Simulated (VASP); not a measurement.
# Ni (Im-3m) in VASP: notebook, part 2 of 2

VASP 6.6.1.

## 4. Single point, PBEsol, collinear spin, ferromagnetic start

File INCAR:

```
PREC     = Accurate       # precision mode
ENCUT    = 520            # plane-wave cutoff, eV
EDIFF    = 1E-6           # SCF threshold, eV
ISMEAR   = 0              # smearing method
SIGMA    = 0.5            # smearing width, eV
LREAL    = False          # projectors in reciprocal space
LASPH    = True           # aspherical terms in the spheres
NELM     = 150            # most SCF steps
ALGO     = Normal         # electronic algorithm
ISIF     = 2              # what is computed and relaxed
LWAVE    = False          # write WAVECAR
LCHARG   = False          # write CHGCAR
ISPIN    = 2              # spin polarisation
MAGMOM   = 1              # initial moments
LORBIT   = 11             # projections on sites
LMAXMIX  = 4              # l up to which the mixer works
GGA      = PS             # functional
NBANDS   = 15             # bands
```

File KPOINTS:

```
Automatic mesh
0
Gamma
  20 20 20
```

File POSCAR:

```
Ni
1.0
   -1.3777400000      1.3777400000      1.3777400000
    1.3777400000     -1.3777400000      1.3777400000
    1.3777400000      1.3777400000     -1.3777400000
Ni
1
Direct
    0.0000000000      0.0000000000      0.0000000000
```

Potentials or basis: VASP PAW PBE potentials, release 64 (Ni).

Launch:

```console
> cat potpaw_PBE.64/Ni/POTCAR > POTCAR
> mpirun -np 1 vasp_std > vasp.out
```

OUTCAR:

```text
PREC = Accurate
   ENCUT = 520
   EDIFF = 1E-6
   ISMEAR = 0
   LREAL = False
   LASPH = True
   NELM = 150
   ISIF = 2
   ISPIN = 2
   LORBIT = 11
   GGA = PS

 ion  position               nearest neighbor table
   1  0.000  0.000  0.000-

  LATTYP: Found a body centered cubic cell.
 ALAT       =     2.7554800000

  Lattice vectors:

 A1 = (  -1.3777400000,   1.3777400000,   1.3777400000)
 A2 = (   1.3777400000,  -1.3777400000,   1.3777400000)
 A3 = (   1.3777400000,   1.3777400000,  -1.3777400000)

Analysis of symmetry for initial positions (statically):
=====================================================================
 Subroutine PRICEL returns:
 Original cell was already a primitive cell.

 Routine SETGRP: Setting up the symmetry group for a
 body centered cubic supercell.

 Subroutine GETGRP returns: Found 48 space group operations
 (whereof 48 operations were pure point group operations)
 out of a pool of 48 trial point group operations.

The static configuration has the point symmetry O_h .

Analysis of symmetry for dynamics (positions and initial velocities):
=====================================================================
 Subroutine PRICEL returns:
 Original cell was already a primitive cell.

 Routine SETGRP: Setting up the symmetry group for a
 body centered cubic supercell.

 Subroutine GETGRP returns: Found 48 space group operations
 (whereof 48 operations were pure point group operations)
 out of a pool of 48 trial point group operations.

The dynamic configuration has the point symmetry O_h .

Analysis of structural, dynamic, and magnetic symmetry:
=====================================================================
 Subroutine PRICEL returns:
 Original cell was already a primitive cell.

 Routine SETGRP: Setting up the symmetry group for a
 body centered cubic supercell.

 Subroutine GETGRP returns: Found 48 space group operations
 (whereof 48 operations were pure point group operations)
 out of a pool of 48 trial point group operations.

The overall configuration has the point symmetry O_h .

 Subroutine INISYM returns: Found 48 space group operations
 (whereof 48 operations are pure point group operations),
 and found     1 'primitive' translations

----------------------------------------------------------------------------------------

                                     Primitive cell

  volume of cell :      10.4607

  direct lattice vectors                    reciprocal lattice vectors
    -1.377740000  1.377740000  1.377740000     0.000000000  0.362913177  0.362913177
     1.377740000 -1.377740000  1.377740000     0.362913177  0.000000000  0.362913177
     1.377740000  1.377740000 -1.377740000     0.362913177  0.362913177  0.000000000

  length of vectors
     2.386315680  2.386315680  2.386315680     0.513236736  0.513236736  0.513236736

  position of ions in fractional coordinates (direct lattice)
     0.000000000  0.000000000  0.000000000

  ion indices of the primitive-cell ions
   primitive index   ion index
                 1           1

----------------------------------------------------------------------------------------

 KPOINTS: Automatic mesh

Automatic generation of k-mesh.
 Grid dimensions read from file:
 generate k-points for:   20   20   20

 Generating k-lattice:
[... 72 lines left out ...]
   PSTRESS=    0.0 pullay stress
   NELECT =      10.0000    total number of electrons
   NUPDOWN=      -1.0000    fix difference up-down
   EMIN   =  10.00;   EMAX   =-10.00  energy-range for DOS
   EFERMI =   0.00;   METHOD = LEGACY
   ISMEAR =     0;   SIGMA  =   0.50  broadening in eV -4-tet -1-fermi 0-gaus
   EFERMI_NEDOS =   21; number of points for ismear=-14 and -15
   IALGO  =     38    algorithm
   IMIX   =      4    mixing-type and parameters
     AMIX     =   0.40;   BMIX     =  1.00
     AMIX_MAG =   1.60;   BMIX_MAG =  1.00
  volume/ion in A,a.u.               =      10.46        70.59
  Fermi-wavevector in a.u.,A,eV,Ry     =   1.612702  3.047566 35.386155  2.600809
  Thomas-Fermi vector in A             =   2.707890
   LORBIT       =     11    0 simple, 1 ext, 2 COOP (PROOUT), +10 PAW based schemes
   GGA     = PS    functional components
   LHFCALC =     F    Hartree Fock is set to
   AEXX    =    0.0000 exact exchange contribution
   IVDW    =     0    specifies the selected vdW correction
   LEPSILON=     F    determine dielectric tensor
   LRPA    =     F    only Hartree local field effects (RPA)
 spin polarized calculation
 Gauss-broadening in eV      SIGMA  =   0.50
  energy-cutoff  :      520.00
  volume of cell :       10.46
 maximum number of plane-waves:       321
 NGX is ok and might be reduce to    18
   NGX =  9   NGY =  9   NGZ =  9

 number of electron      10.0000010 magnetization       0.1820607

 Free energy of the ion-electron system (eV)
  ---------------------------------------------------
  ext. energy  EPLUGINS =         0.00000000
  ---------------------------------------------------
  free energy    TOTEN  =        -6.14578431 eV

  energy without entropy =       -5.91795917  energy(sigma->0) =       -6.03187174

 E-fermi :   9.6586     XC(G=0): -13.6680

 val. band max:        9.6539113665   @ k =   0.5000   0.5000   0.4000
 cond. band min:       9.6606272357   @ k =  -0.4000   0.4000   0.2500
 fundamental gap:      0.0067158692
 Fermi energy:         9.6585718622

 spin component 1

 k-point     1 :       0.0000    0.0000    0.0000
  band No.  band energies     occupation
      1       0.4155      1.00000
      2       7.4533      1.00000
      3       7.4533      1.00000
      4       7.4533      1.00000
      5       8.8615      0.98792
      6       8.8615      0.98792
      7      36.4418      0.00000
      8      36.4418      0.00000
      9      36.4418      0.00000
     10      41.6004      0.00000
     11      41.6004      0.00000
     12      43.0195      0.00000
     13      43.0195      0.00000
     14      43.0195      0.00000
[... 403 lines left out ...]
      4       8.6119      0.99846
      5       9.0020      0.96835
      6       9.2650      0.86719
      7      23.4095      0.00000
      8      28.3984      0.00000
      9      31.8376      0.00000
     10      36.0251      0.00000
     11      40.3972      0.00000
     12      42.0497      0.00000
     13      48.3847      0.00000
     14      50.5186      0.00000
     15      54.4842      0.00000

 [... further k-points ...]

 spin component 2

 k-point     1 :       0.0000    0.0000    0.0000
  band No.  band energies     occupation
      1       0.4206      1.00000
      2       7.6434      1.00000
      3       7.6434      1.00000
      4       7.6434      1.00000
      5       9.0595      0.95490
      6       9.0595      0.95490
      7      36.4210      0.00000
      8      36.4210      0.00000
      9      36.4210      0.00000
     10      41.5981      0.00000
     11      41.5981      0.00000
     12      43.0866      0.00000
     13      43.0866      0.00000
     14      43.0866      0.00000
[... 403 lines left out ...]
      4       8.8087      0.99189
      5       9.2042      0.90061
      6       9.4604      0.71240
      7      23.4623      0.00000
      8      28.4270      0.00000
      9      31.8705      0.00000
     10      36.0413      0.00000
     11      40.4274      0.00000
     12      42.0702      0.00000
     13      48.3981      0.00000
     14      50.5448      0.00000
     15      54.5319      0.00000

 [... further k-points ...]

------------------------ aborting loop because EDIFF is reached ----------------------------------------

  FORCE on cell =-STRESS in cart. coord.  units (eV):
  Direction    XX          YY          ZZ          XY          YZ          ZX
  --------------------------------------------------------------------------------------
  -------------------------------------------------------------------------------------
  Total        0.0503771      0.0503771      0.0503771      0.0000000      0.0000000     -0.0000000
  in kB        7.7158156      7.7158156      7.7158156      0.0000000      0.0000000     -0.0000000
  external PRESSURE =       7.7158156 kB  Pullay stress =       0.0000000 kB

 VOLUME and BASIS-vectors are now :
 -----------------------------------------------------------------------------
  energy-cutoff  :      520.00
  volume of cell :       10.46
      direct lattice vectors                 reciprocal lattice vectors
    -1.377740000  1.377740000  1.377740000     0.000000000  0.362913177  0.362913177
     1.377740000 -1.377740000  1.377740000     0.362913177  0.000000000  0.362913177
     1.377740000  1.377740000 -1.377740000     0.362913177  0.362913177  0.000000000

 POSITION                                       TOTAL-FORCE (eV/Angst)
 -----------------------------------------------------------------------------------
      0.00000      0.00000      0.00000         0.000000     -0.000000     -0.000000
 -----------------------------------------------------------------------------------
    total drift:                                0.000000      0.000000      0.000000

  FREE ENERGIE OF THE ION-ELECTRON SYSTEM (eV)
  ---------------------------------------------------
  free  energy   TOTEN  =        -6.1457843104 eV

  energy  without entropy=       -5.9179591667  energy(sigma->0) =       -6.03187174

 total charge

# of ion       s       p       d       tot
------------------------------------------
    1        0.512   0.532   8.345   9.389

 magnetization (x)

# of ion       s       p       d       tot
------------------------------------------
    1       -0.001  -0.005   0.189   0.183
```

It took 48 s on 1 thread of Intel Xeon 6975P-C (Granite Rapids), shared host; peak memory 0.17 GiB.

What came out:

* Free energy: -6.1458 eV
* Pressure: 0.8 GPa
* Band gap on the k mesh: none (metal or under the smearing width)
* Net moment: 0.18 μB per cell
* Site moments: Ni +0.18 μB
* Valence electrons inside the program's atomic spheres: Ni 9.39

Caveat: the PAW data sets were made with another functional, which shifts forces and pressure a little.

## 5. Single point, PBEsol, collinear spin, ferromagnetic start

Changes to INCAR since step 4:

```diff
@@ -1,6 +1,6 @@
 PREC     = Accurate       # precision mode
-ENCUT    = 520            # plane-wave cutoff, eV
+ENCUT    = 900            # plane-wave cutoff, eV
 EDIFF    = 1E-6           # SCF threshold, eV
 ISMEAR   = 0              # smearing method
-SIGMA    = 0.5            # smearing width, eV
+SIGMA    = 0.1            # smearing width, eV
 LREAL    = False          # projectors in reciprocal space
```

KPOINTS is that of step 4.

POSCAR is that of step 4.

Launch:

```console
> cat potpaw_PBE.64/Ni/POTCAR > POTCAR
> mpirun -np 1 vasp_std > vasp.out
```

Wall time 46 s (1 thread of Intel Xeon 6975P-C (Granite Rapids), shared host); peak memory 0.25 GiB.

It converged, with:

```yaml
Free_energy: -6.0371 eV
Pressure: 0.1 GPa
Band_gap_on_the_k_mesh: none (metal or under the smearing width)
Net_moment: 0.54 μB per cell
Site_moments: Ni +0.54 μB
Valence_electrons_inside_the_program's_atomic_spheres: Ni 9.39
```

Levels at points of the mesh, in eV from the Fermi level:
Spin up:
```csv
k point,band 1,band 2,band 3,band 4,band 5,band 6,band 7,band 8,band 9,band 10
"(0.00, 0.00, 0.00)",-9.20,-2.38,-2.38,-2.38,-0.88,-0.88,26.85,26.85,26.85,32.01
"(0.50, 0.00, 0.00)",-4.83,-3.35,-0.96,-0.71,0.01,0.18,6.78,19.44,20.57,24.34
"(0.50, 0.50, 0.50)",-4.40,-4.40,-0.23,-0.23,-0.23,9.97,9.97,9.97,16.05,16.05
```
Spin down:
| k point | band 3 | band 4 | band 5 | band 6 | band 7 | band 8 |
| --- | --- | --- | --- | --- | --- | --- |
| (0.00, 0.00, 0.00) | -1.74 | -1.74 | -0.40 | -0.40 | 26.78 | 26.78 |
| (0.50, 0.00, 0.00) | -0.42 | -0.22 | 0.18 | 0.74 | 7.12 | 19.40 |
| (0.50, 0.50, 0.50) | 0.49 | 0.49 | 0.49 | 10.03 | 10.03 | 10.03 |

Caveat: the PAW data sets were made with another functional, which shifts forces and pressure a little.

## 6. Single point, r2SCAN, collinear spin, ferromagnetic start

Changes to INCAR since step 5:

```diff
@@ -1,3 +1,3 @@
 PREC     = Accurate       # precision mode
-ENCUT    = 900            # plane-wave cutoff, eV
+ENCUT    = 520            # plane-wave cutoff, eV
 EDIFF    = 1E-6           # SCF threshold, eV
@@ -16,3 +16,4 @@
 LMAXMIX  = 4              # l up to which the mixer works
-GGA      = PS             # functional
+METAGGA  = R2SCAN         # meta-GGA
+LMIXTAU  = True         
 NBANDS   = 15             # bands
```

KPOINTS is that of step 5.

POSCAR is that of step 5.

Potentials or basis: VASP PAW PBE potentials, release 64 (Ni).

Launch:

```console
> cat potpaw_PBE.64/Ni/POTCAR > POTCAR
> mpirun -np 1 vasp_std > vasp.out
```

Run time: 2.6 min. Hardware: 1 thread of Intel Xeon 6975P-C (Granite Rapids), shared host; peak memory 0.18 GiB.

Results (log left out):

```yaml
Free_energy: -11.8341 eV
Pressure: 2.7 GPa
Band_gap_on_the_k_mesh: none (metal or under the smearing width)
Net_moment: 0.61 μB per cell
Site_moments: Ni +0.62 μB
Valence_electrons_inside_the_program's_atomic_spheres: Ni 9.42
```

Levels at points of the mesh, in eV from the Fermi level:
Spin up:
```
           k point  band 1  band 2  band 3  band 4  band 5  band 6  band 7  band 8  band 9  band 10
(0.00, 0.00, 0.00)   -9.48   -2.72   -2.72   -2.72   -1.13   -1.13   27.91   27.91   27.91    33.21
(0.50, 0.00, 0.00)   -5.12   -3.70   -1.23   -0.96   -0.33    0.22    6.94   20.27   21.57    25.06
(0.50, 0.50, 0.50)   -4.69   -4.69   -0.57   -0.57   -0.57   10.50   10.50   10.50   16.39    16.39
```
Spin down:
| k point | band 3 | band 4 | band 5 | band 6 | band 7 | band 8 |
| --- | --- | --- | --- | --- | --- | --- |
| (0.00, 0.00, 0.00) | -1.60 | -1.60 | -0.53 | -0.53 | 27.88 | 27.88 |
| (0.50, 0.00, 0.00) | -0.45 | -0.34 | 0.05 | 0.95 | 7.47 | 20.22 |
| (0.50, 0.50, 0.50) | 0.70 | 0.70 | 0.70 | 10.53 | 10.53 | 10.53 |

Caveat: the PAW data sets were made with another functional, which shifts forces and pressure a little.

## 7. Summary

```tsv
level	k mesh	cutoff (eV)	smearing	gap on the mesh (eV)	pressure (GPa)	moment (μB)
PBEsol	20 × 20 × 20	700	gaussian 0.1 eV	none	0.1	0.54
PBEsol	32 × 32 × 32	520	gaussian 0.1 eV	none	0.0	0.52
PBEsol	20 × 20 × 20	520	gaussian 0.5 eV	none	0.8	0.18
PBEsol	20 × 20 × 20	900	gaussian 0.1 eV	none	0.1	0.54
r2SCAN	20 × 20 × 20	520	gaussian 0.1 eV	none	2.7	0.61
```

Alike in all rows: task single point; potentials or basis VASP PAW PBE potentials, release 64 (Ni); spin collinear, ferromagnetic start; cell as given.

Every run on the cell as given and a fine mesh finds a metal. The pressure there spans 0.0 GPa (PBEsol) to 2.7 GPa (r2SCAN); a positive pressure means that this level wants a larger cell, a negative one a smaller.

Caveats: the PAW data sets were made with another functional, which shifts forces and pressure a little.

Total energies depend on the potentials used, so only differences within one code and one set of settings carry meaning.
